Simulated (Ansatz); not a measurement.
input.yaml (Ansatz)

```yaml
crystal:
  lattice:
    - [-1.7521173856, 1.7874743823, 2.7753618255]
    - [1.7874743823, -1.7521173856, 2.7753618255]
    - [1.7546303229, 1.7546303229, -2.7521287183]
  atoms:
    - { symbol: In, position: [0.0, 0.0, 0.0] }
hamiltonian:
  xc: blyp
  pseudopotentials:
    kind: paw
    azcp:
      In: "pseudopotentials/In.paw.azcp"
basis:
  ecutwfc: 420
  fft_grid_basis: typed
kpoints:
  mp_grid: { grid: [18, 18, 21], shift: [0, 0, 0] }
magnetization:
  spin_polarized: false
scf:
  occupations: { method: fermi_dirac, width: 0.1 }
output:
  stress: true
```

and its output:

```
Engine: ansatz 0.2.0, x86_64-unknown-linux-gnu
Pseudopotentials: kind: paw
Pseudopotential: In, paw, valence charge 13, recommended cutoff 420 eV (normal) 
Functional definition: BLYP
  parameter beta = 0.0042
  parameter a = 0.04918
  parameter b = 0.132
  parameter c = 0.2533
  parameter d = 0.349
  exchange = b88_x(beta = beta)
  correlation = lyp_c(a = a, b = b, c = c, d = d)
Crystal: 1 atoms, lattice volume = 34.818 Å³
Basis set: ecut = 420 eV, 677 PW (Γ), exchange–correlation on 50×50×50 points (8 copies of the dense FFT grid, shifted against one another)
Bands: 11, of which v1, the nominal top of the filled ones, is band 7 counted from 1 (6 counted from 0)
Symmetry: 4 space group operations
Space group: C2/m (ITA 12), of the structure as read, at distance tolerance 3.3e-5 Å
k-points: 1801 of 6804
Non-local potential: In, projectors of the file, l = 0: 2, l = 1: 2, l = 2: 2, l = 3: 2
PAW form: soft (Blöchl's): semilocal exchange-correlation on the pseudo side does not see the compensation charge
PAW frozen core: In, regenerated for the run's functional, and the local potential with it (the file was generated under x = pbe(κ = 0.804, μ = 0.2195149727645171), c = pbe(β = 0.06672455060314922))
PAW one-centre angular grid: In, 590 points (default); XC on 64 Gauss nodes
Initial density: superposition of atomic densities (neutral atoms: chi_scale 0, normalization atom), corrected by the library's trained network
Initial wavefunctions: pseudopotential atomic-orbital guess
Functional: x = b88, c = lyp
SCF iter   1: F=—  HF=-5613.792956 eV  |F-HF|=—  |Δ(HF+E_count)|=         —  Δρ=5.58e-3  dr2=8.74e-3  ethr=1.77e-3  ⟨swp⟩=5.0  Hψ=118490  notcnv=0
SCF iter   2: F=—  HF=-5613.792551 eV  |F-HF|=—  |Δ(HF+E_count)|=   4.05e-4  Δρ=3.56e-3  dr2=3.94e-3  ethr=6.73e-5  ⟨swp⟩=1.0  Hψ=34227  notcnv=0
SCF iter   3: F=—  HF=-5613.793134 eV  |F-HF|=—  |Δ(HF+E_count)|=   5.83e-4  Δρ=1.14e-3  dr2=5.09e-4  ethr=3.03e-5  ⟨swp⟩=2.0  Hψ=31360  notcnv=0
SCF iter   4: F=—  HF=-5613.793035 eV  |F-HF|=—  |Δ(HF+E_count)|=   9.94e-5  Δρ=3.49e-4  dr2=7.59e-5  ethr=3.91e-6  ⟨swp⟩=2.3  Hψ=31715  notcnv=0
SCF iter   5: F=—  HF=-5613.793075 eV  |F-HF|=—  |Δ(HF+E_count)|=   4.00e-5  Δρ=1.52e-4  dr2=6.70e-6  ethr=5.84e-7  ⟨swp⟩=2.6  Hψ=30953  notcnv=0
SCF iter   6: F=—  HF=-5613.793076 eV  |F-HF|=—  |Δ(HF+E_count)|=   8.60e-7  Δρ=3.30e-5  dr2=5.38e-7  ethr=5.15e-8  ⟨swp⟩=2.0  Hψ=31239  notcnv=0
SCF iter   7: F=-5613.793076 eV  HF=-5613.793076 eV  |F-HF|=1.44e-8  |Δ(HF+E_count)|=   5.84e-7  Δρ=4.59e-6  dr2=6.56e-9  ethr=7.69e-10  ⟨swp⟩=4.9  Hψ=63886  notcnv=0
SCF 1 converged in 7 iterations: F = -5613.793076 eV  dr2 = 6.56e-9
SCF converged after 7 iterations
Free energy (F): -5613.793076 eV
Harris-Foulkes:  -5613.793076 eV  (|F-HF|=1.44e-8)
Internal energy: -5613.771562 eV  (E = F + TS)
E sigma→0 (E₀):  -5613.782319 eV
Entropy (-TS):   -0.021514 eV (-21.514 meV/atom)
Fermi energy:    7.187880 eV
--- Per-component energies (eV) ---
  E_band       = -61.160474
  E_kinetic    = 239.522588
  E_local      = -1245.102848  (includes V_loc(G=0)·N_el)
  E_nonlocal   = 363.953414
  E_hartree    = 485.808562
  E_xc         = -213.151780
  E_vxc        = -97.050057  (∫ρ·V_xc dr)
  E_paw        = -4168.691349  (= ΣΔE_a)
  E_vpaw       = -294.102410  (= ΣTr[D̂ρ^β])
  E_aug_tail   = 0.000027  (compensation charges beyond the density's cutoff)
  E_ewald      = -1075.921045
  E_core_change = -0.189132  (= ΣΔE_core)
  E_smearing   = -0.021514  (= −TS)
  E_closure    = -0.000000  (closes the sum)
  Σ components = -5613.793076   (vs F -5613.793076, Δ=0.00e0)
--- Stress (GPa, compression-positive) ---
       -1.915272      -0.011624       0.018144
       -0.011624      -1.915272       0.018144
        0.018144       0.018144      -1.812803
  P = ⅓ Tr σ = -1.8811 GPa (-18.811 kbar)
```
